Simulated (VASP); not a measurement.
# ZnSe (Stilleite) (F-43m) in VASP: notebook

Runs on ZnSe (Stilleite). Level: RPBE. Tasks: single point.

Everything below comes from runs of VASP 6.6.1. Logs are shortened: lines on timing, memory, paths and dates and some standing lists are left out, and cuts for length are marked.

**Experimental background.**

“Alloy Disordering Effects on the Thermal Conductivity and Energy Gap Temperature Dependence of Cd1−xZnxSe Ternary Crystals Grown by the Bridgman Method”, 2023, pmc:10253836 reports, for a bulk crystal of ZnSe at 300 K: band gap 2.695 ± 0.003 eV (an exciton energy, a little under the gap).

The runs below are set against these values where they give the same quantity.

### Step 1. The crystal as given

The structure is cubic, space group F-43m (No. 216). The conventional cell has a = 5.668 Å, b = 5.668 Å, c = 5.668 Å, α = 90.00°, β = 90.00°, γ = 90.00°. Around Se (site symmetry -43m) lie 4 Zn at 2.45 Å. Around Zn (site symmetry -43m) lie 4 Se at 2.45 Å.

### Step 2. Single point, RPBE

File INCAR:

```
SYSTEM = ZnSe
ALGO = Normal
EDIFF = 1E-6
ENCUT = 520
GGA = RP
ISIF = 2
ISMEAR = 0
LASPH = .True.
LCHARG = .True.
LELF = .True.
LREAL = .False.
LVHAR = .True.
LWAVE = .False.
NELM = 80
PREC = Accurate
SIGMA = 0.05
```

File KPOINTS:

```
k-points
0
Gamma
  8 8 8
  0 0 0
```

File POSCAR:

```
ZnSe
4.0076
    0.000000000000      0.707106497654      0.707106497654
    0.707106497654      0.000000000000      0.707106497654
    0.707106497654      0.707106497654      0.000000000000
Se Zn
1 1
Direct
    0.7500000000      0.7500000000      0.7500000000
    0.0000000000      0.0000000000      0.0000000000
```

Potentials or basis: VASP PAW PBE potentials, release 54 (Se, Zn).

Launch:

```console
cat potpaw_PBE.54/Se/POTCAR potpaw_PBE.54/Zn/POTCAR > POTCAR
mpirun -np 1 vasp_std > vasp.out
```

OUTCAR:

```text
SYSTEM = ZnSe
   EDIFF = 1E-6
   ENCUT = 520
   GGA = RP
   ISIF = 2
   ISMEAR = 0
   LASPH = .True.
   LREAL = .False.
   NELM = 80
   PREC = Accurate

 ion  position               nearest neighbor table
   1  0.750  0.750  0.750-   2 2.45   2 2.45   2 2.45   2 2.45
   2  0.000  0.000  0.000-   1 2.45   1 2.45   1 2.45   1 2.45

  LATTYP: Found a face centered cubic cell.
 ALAT       =     5.6676000000

  Lattice vectors:

 A1 = (   0.0000000000,   2.8338000000,   2.8338000000)
 A2 = (   2.8338000000,   0.0000000000,   2.8338000000)
 A3 = (   2.8338000000,   2.8338000000,   0.0000000000)

Analysis of symmetry for initial positions (statically):
=====================================================================
 Subroutine PRICEL returns:
 Original cell was already a primitive cell.

 Routine SETGRP: Setting up the symmetry group for a
 face centered cubic supercell.

 Subroutine GETGRP returns: Found 24 space group operations
 (whereof 24 operations were pure point group operations)
 out of a pool of 48 trial point group operations.

The static configuration has the point symmetry T_d .

Analysis of symmetry for dynamics (positions and initial velocities):
=====================================================================
 Subroutine PRICEL returns:
 Original cell was already a primitive cell.

 Routine SETGRP: Setting up the symmetry group for a
 face centered cubic supercell.

 Subroutine GETGRP returns: Found 24 space group operations
 (whereof 24 operations were pure point group operations)
 out of a pool of 48 trial point group operations.

The dynamic configuration has the point symmetry T_d .

 Subroutine INISYM returns: Found 24 space group operations
 (whereof 24 operations are pure point group operations),
 and found     1 'primitive' translations

----------------------------------------------------------------------------------------

                                     Primitive cell

  volume of cell :      45.5132

  direct lattice vectors                    reciprocal lattice vectors
     0.000000000  2.833800000  2.833800000    -0.176441527  0.176441527  0.176441527
     2.833800000  0.000000000  2.833800000     0.176441527 -0.176441527  0.176441527
     2.833800000  2.833800000  0.000000000     0.176441527  0.176441527 -0.176441527

  length of vectors
     4.007598393  4.007598393  4.007598393     0.305605690  0.305605690  0.305605690

  position of ions in fractional coordinates (direct lattice)
     0.750000000  0.750000000  0.750000000
     0.000000000  0.000000000  0.000000000

  ion indices of the primitive-cell ions
   primitive index   ion index
                 1           1
                 2           2

----------------------------------------------------------------------------------------

 KPOINTS: k-points

Automatic generation of k-mesh.
 Grid dimensions read from file:
 generate k-points for:    8    8    8

 Generating k-lattice:

  Cartesian coordinates                     Fractional coordinates (reciprocal lattice)
    -0.022055191  0.022055191  0.022055191     0.125000000  0.000000000  0.000000000
     0.022055191 -0.022055191  0.022055191     0.000000000  0.125000000  0.000000000
     0.022055191  0.022055191 -0.022055191     0.000000000  0.000000000  0.125000000

  Length of vectors
     0.038200711  0.038200711  0.038200711

  Shift w.r.t. Gamma in fractional coordinates (k-lattice)
     0.000000000  0.000000000  0.000000000

 Subroutine IBZKPT returns following result:
 ===========================================

 Found     29 irreducible k-points:

 Following reciprocal coordinates:
            Coordinates               Weight
  0.000000  0.000000  0.000000      1.000000
  0.125000  0.000000  0.000000      8.000000
  0.250000  0.000000  0.000000      8.000000
  0.375000  0.000000  0.000000      8.000000
  0.500000  0.000000  0.000000      4.000000
  0.125000  0.125000  0.000000      6.000000
[... 21 lines left out ...]
 -0.375000  0.500000  0.125000     12.000000
 -0.250000  0.500000  0.250000      6.000000
   k-points           NKPTS =     29   k-points in BZ     NKDIM =     29   number of bands    NBANDS=     13
   number of dos      NEDOS =    301   number of ions     NIONS =      2
   total plane-waves  NPLWV =  27000
   dimension x,y,z NGX =    30 NGY =   30 NGZ =   30
   dimension x,y,z NGXF=    60 NGYF=   60 NGZF=   60
   ions per type =               1   1
   NGX,Y,Z   is equivalent  to a cutoff of  12.44, 12.44, 12.44 a.u.
   NGXF,Y,Z  is equivalent  to a cutoff of  24.89, 24.89, 24.89 a.u.
 SYSTEM =  ZnSe
   PREC   = accura    normal or accurate (medium, high low for compatibility)
   ISTART =      0    job   : 0-new  1-cont  2-samecut
   ICHARG =      2    charge: 1-file 2-atom 10-const
   ISPIN  =      1    spin polarized calculation?
   LNONCOLLINEAR =      F non collinear calculations
   LSORBIT =      F    spin-orbit coupling
   LASPH  =      T    aspherical Exc in radial PAW
   ENCUT  =  520.0 eV  38.22 Ry    6.18 a.u.   7.45  7.45  7.45*2*pi/ulx,y,z
   NELM   =     80;   NELMIN=  2; NELMDL= -5     # of ELM steps
   EDIFF  = 0.1E-05   stopping-criterion for ELM
   LREAL  =      F    real-space projection
   EDIFFG = 0.1E-04   stopping-criterion for IOM
   NSW    =      0    number of steps for IOM
   IBRION =     -1    ionic relax: 0-MD 1-quasi-New 2-CG
   NFREE  =      0    steps in history (QN), initial steepest desc. (CG)
   ISIF   =      2    stress and relaxation
   ISYM   =      2    0-nonsym 1-usesym 2-fastsym
   POTIM  = 0.5000    time-step for ionic-motion
   TEBEG  =    0.0;   TEEND  =   0.0 temperature during run
   PSTRESS=    0.0 pullay stress
   NELECT =      18.0000    total number of electrons
   NUPDOWN=      -1.0000    fix difference up-down
   EMIN   =  10.00;   EMAX   =-10.00  energy-range for DOS
   EFERMI =   0.00;   METHOD = LEGACY
   ISMEAR =     0;   SIGMA  =   0.05  broadening in eV -4-tet -1-fermi 0-gaus
   EFERMI_NEDOS =   21; number of points for ismear=-14 and -15
   IALGO  =     38    algorithm
   IMIX   =      4    mixing-type and parameters
     AMIX     =   0.40;   BMIX     =  1.00
     AMIX_MAG =   1.60;   BMIX_MAG =  1.00
  volume/ion in A,a.u.               =      22.76       153.57
  Fermi-wavevector in a.u.,A,eV,Ry     =   1.201673  2.270834 19.647073  1.444019
  Thomas-Fermi vector in A             =   2.337476
   LORBIT       =      0    0 simple, 1 ext, 2 COOP (PROOUT), +10 PAW based schemes
   GGA     = RP    functional components
   LHFCALC =     F    Hartree Fock is set to
   AEXX    =    0.0000 exact exchange contribution
   IVDW    =     0    specifies the selected vdW correction
   LEPSILON=     F    determine dielectric tensor
   LRPA    =     F    only Hartree local field effects (RPA)
 non-spin polarized calculation
 Gauss-broadening in eV      SIGMA  =   0.05
  energy-cutoff  :      520.00
  volume of cell :       45.51
 maximum number of plane-waves:      1243
 NGX is ok and might be reduce to    30
   NGX = 15   NGY = 15   NGZ = 15

 number of electron      18.0000012 magnetization

 Free energy of the ion-electron system (eV)
  ---------------------------------------------------
  ext. energy  EPLUGINS =         0.00000000
  ---------------------------------------------------
  free energy    TOTEN  =        -5.34510924 eV

  energy without entropy =       -5.34510924  energy(sigma->0) =       -5.34510924

 E-fermi :   1.9631     XC(G=0):  -9.1142

 val. band max:        1.7289550675   @ k =   0.0000   0.0000   0.0000
 cond. band min:       3.1806931636   @ k =   0.0000   0.0000   0.0000
 fundamental gap:      1.4517380961
 Fermi energy:         1.9631287741

 k-point     1 :       0.0000    0.0000    0.0000
  band No.  band energies     occupation
      1     -11.4912      2.00000
      2      -4.7747      2.00000
      3      -4.7747      2.00000
      4      -4.7747      2.00000
      5      -4.4018      2.00000
      6      -4.4018      2.00000
      7       1.7290      2.00000
      8       1.7290      2.00000
      9       1.7290      2.00000
     10       3.1807      0.00000
     11       7.5840      0.00000
     12       7.5840      0.00000
     13       7.5840      0.00000

 k-point     2 :       0.1250    0.0000    0.0000
  band No.  band energies     occupation
      1     -11.3911      2.00000
      2      -4.7670      2.00000
      3      -4.7588      2.00000
      4      -4.7588      2.00000
      5      -4.4031      2.00000
      6      -4.4031      2.00000
      7       0.4506      2.00000
      8       1.5781      2.00000
      9       1.5781      2.00000
     10       4.1280      0.00000
     11       7.5588      0.00000
     12       7.8371      0.00000
     13       7.8371      0.00000

 k-point     3 :       0.2500    0.0000    0.0000
  band No.  band energies     occupation
      1     -11.1311      2.00000
      2      -4.7238      2.00000
      3      -4.7238      2.00000
      4      -4.7098      2.00000
      5      -4.4015      2.00000
      6      -4.4015      2.00000
      7      -1.2723      2.00000
      8       1.2551      2.00000
      9       1.2551      2.00000
     10       4.5944      0.00000
     11       8.2168      0.00000
     12       8.2168      0.00000
     13       8.4216      0.00000
[... 385 lines left out ...]
 k-point    28 :      -0.3750    0.5000    0.1250
  band No.  band energies     occupation
      1     -10.4372      2.00000
      2      -4.6957      2.00000
      3      -4.5454      2.00000
      4      -4.5008      2.00000
      5      -4.3717      2.00000
      6      -4.1588      2.00000
      7      -2.9527      2.00000
      8      -0.7324      2.00000
      9      -0.6851      2.00000
     10       5.7351      0.00000
     11       6.0985      0.00000
     12      11.0403      0.00000
     13      11.1497      0.00000

 k-point    29 :      -0.2500    0.5000    0.2500
  band No.  band energies     occupation
      1     -10.4347      2.00000
      2      -4.6559      2.00000
      3      -4.5650      2.00000
      4      -4.4347      2.00000
      5      -4.4309      2.00000
      6      -4.1010      2.00000
      7      -2.9171      2.00000
      8      -1.0031      2.00000
      9      -0.9024      2.00000
     10       7.3342      0.00000
     11       7.3360      0.00000
     12       8.7967      0.00000
     13       9.5650      0.00000

------------------------ aborting loop because EDIFF is reached ----------------------------------------

  FORCE on cell =-STRESS in cart. coord.  units (eV):
  Direction    XX          YY          ZZ          XY          YZ          ZX
  --------------------------------------------------------------------------------------
  -------------------------------------------------------------------------------------
  Total        1.3075549      1.3075549      1.3075549     -0.0000000     -0.0000000     -0.0000000
  in kB       46.0291471     46.0291471     46.0291471     -0.0000000     -0.0000000     -0.0000000
  external PRESSURE =      46.0291471 kB  Pullay stress =       0.0000000 kB

 VOLUME and BASIS-vectors are now :
 -----------------------------------------------------------------------------
  energy-cutoff  :      520.00
  volume of cell :       45.51
      direct lattice vectors                 reciprocal lattice vectors
     0.000000000  2.833800000  2.833800000    -0.176441527  0.176441527  0.176441527
     2.833800000  0.000000000  2.833800000     0.176441527 -0.176441527  0.176441527
     2.833800000  2.833800000  0.000000000     0.176441527  0.176441527 -0.176441527

 POSITION                                       TOTAL-FORCE (eV/Angst)
 -----------------------------------------------------------------------------------
      4.25070      4.25070      4.25070         0.000000      0.000000      0.000000
      0.00000      0.00000      0.00000        -0.000000     -0.000000     -0.000000
 -----------------------------------------------------------------------------------
    total drift:                                0.000001      0.000001      0.000001

  FREE ENERGIE OF THE ION-ELECTRON SYSTEM (eV)
  ---------------------------------------------------
  free  energy   TOTEN  =        -5.3451092433 eV

  energy  without entropy=       -5.3451092433  energy(sigma->0) =       -5.34510924
```

It took 19 s on 1 thread of Intel Xeon Platinum 8488C (Sapphire Rapids), shared host; peak memory 0.17 GiB.

Results:

```
Free energy            : -5.3451 eV
Pressure               : 4.6 GPa
Band gap on the k mesh : 1.45 eV, direct
```

Caveat: the PAW data sets were made with another functional, which shifts forces and pressure a little.

### Step 3. Single point, RPBE

File run.py:

```python
from ase.calculators.vasp import Vasp
from ase.dft.bandgap import bandgap
from ase.spacegroup import crystal

atoms = crystal(
    ['Se', 'Zn'],
    basis=[[0.25, 0.25, 0.25], [0.0, 0.0, 0.0]],
    spacegroup=216,
    setting=1,
    cellpar=[5.6676, 5.6676, 5.6676, 90.0, 90.0, 90.0],
    primitive_cell=True,
)
calc = Vasp(
    directory='calc',
    xc='rpbe',
    pp='PBE',
    setups='recommended',
    pp_version='54',
    prec='Accurate',
    encut=520,
    ediff=1e-06,
    ismear=0,
    sigma=0.05,
    lreal=False,
    lasph=True,
    nelm=100,
    algo='Normal',
    isif=2,
    lwave=False,
    lcharg=False,
    kpts=[8, 8, 8],
    gamma=True,
    nbands=16,
)
atoms.calc = calc

print('energy (eV):', atoms.get_potential_energy())
print('free energy (eV):', atoms.get_potential_energy(force_consistent=True))
print('forces (eV/A):')
print(atoms.get_forces())
print('stress (eV/A^3, Voigt):', atoms.get_stress())
print('Fermi level (eV):', calc.get_fermi_level())
gap, top, bottom = bandgap(calc)
print('band gap (eV):', gap, 'from (spin, k, band)', top, 'to', bottom)
```

Potentials or basis: VASP PAW PBE potentials, release 54 (Se, Zn).

Launch:

```console
python run.py
```

Wall time 26 s (1 thread of Intel Xeon Platinum 8488C (Sapphire Rapids), shared host); peak memory 0.17 GiB.

Results (log left out):

| Item | Value |
| --- | --- |
| Free energy | -5.3451 eV |
| Pressure | 4.6 GPa |
| Band gap on the k mesh | 1.45 eV, direct |

Levels at points of the mesh, in eV from the valence-band top:
```
           k point  band 6  band 7  band 8  band 9  band 10  band 11  band 12  band 13
(0.00, 0.00, 0.00)   -6.13    0.00    0.00    0.00     1.45     5.85     5.85     5.85
(0.50, 0.00, 0.00)   -5.97   -5.18   -0.86   -0.86     2.66     6.44     6.44     8.78
(0.50, 0.50, 0.00)   -5.95   -4.71   -2.17   -2.17     3.13     3.56    10.91    11.34
```

Caveat: the PAW data sets were made with another functional, which shifts forces and pressure a little.

### Step 4. How close it comes

Step 2. Measured gap of ZnSe: 2.695 eV (an exciton energy, a little under the gap; 300 K; “Alloy Disordering Effects on the Thermal Conductivity and Energy Gap Temperature Dependence of Cd1−xZnxSe Ternary Crystals Grown by the Bridgman Method”, 2023, pmc:10253836). This calculation gives 1.45 eV (-1.24 eV). Spin-orbit coupling on Se is left out. The value is that of RPBE, without temperature or zero-point motion. Semilocal functionals fall short of measured gaps as a rule.

Step 3. A measured gap of ZnSe is 2.695 eV (an exciton energy, a little under the gap; 300 K; “Alloy Disordering Effects on the Thermal Conductivity and Energy Gap Temperature Dependence of Cd1−xZnxSe Ternary Crystals Grown by the Bridgman Method”, 2023, pmc:10253836); the calculated 1.45 eV misses it by -1.24 eV. Spin-orbit coupling on Se is left out. The value is that of RPBE, without temperature or zero-point motion. Semilocal functionals fall short of measured gaps as a rule.
